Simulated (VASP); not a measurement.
HfO2, 3 atoms in the cell. The structure is cubic, space group Fm-3m (No. 225). The conventional cell has a = 5.019 Å, b = 5.019 Å, c = 5.019 Å, α = 90.00°, β = 90.00°, γ = 90.00°. Hf (site symmetry m-3m) has 8 O at 2.17 Å as nearest neighbours. O (site symmetry -43m) has 4 Hf at 2.17 Å as nearest neighbours. Measurements of this composition are mostly on another form, of space group No. 14.

- Program: VASP 6.6.1
- Task: single point
- Functional: PBEsol
- Potentials or basis: VASP PAW PBE potentials, release 64 (Hf_pv, O)
- Cutoff: 520 eV
- k mesh: 12 × 12 × 12
- Occupations: gaussian, width 0.02 eV
- Spin: no spin polarisation
- Further INCAR settings: ALGO = Fast; EDIFF = 1e-07

Potentials or basis: VASP PAW PBE potentials, release 64 (Hf_pv, O).

Command:

```sh
$ cat potpaw_PBE.64/Hf_pv/POTCAR potpaw_PBE.64/O/POTCAR > POTCAR
$ mpirun -np 1 vasp_std > vasp.out
```

Hardware: 1 thread of Intel(R) Xeon(R) Platinum 8375C CPU @ 2.90GHz (Ice Lake), with other jobs on the host.

Q: How long does it take, and how much memory?

A: Run time: 89 s on 1 thread of Intel(R) Xeon(R) Platinum 8375C CPU @ 2.90GHz (Ice Lake), with other jobs on the host, peak memory 0.17 GiB. Counts: scf iterations 20, k points 72.
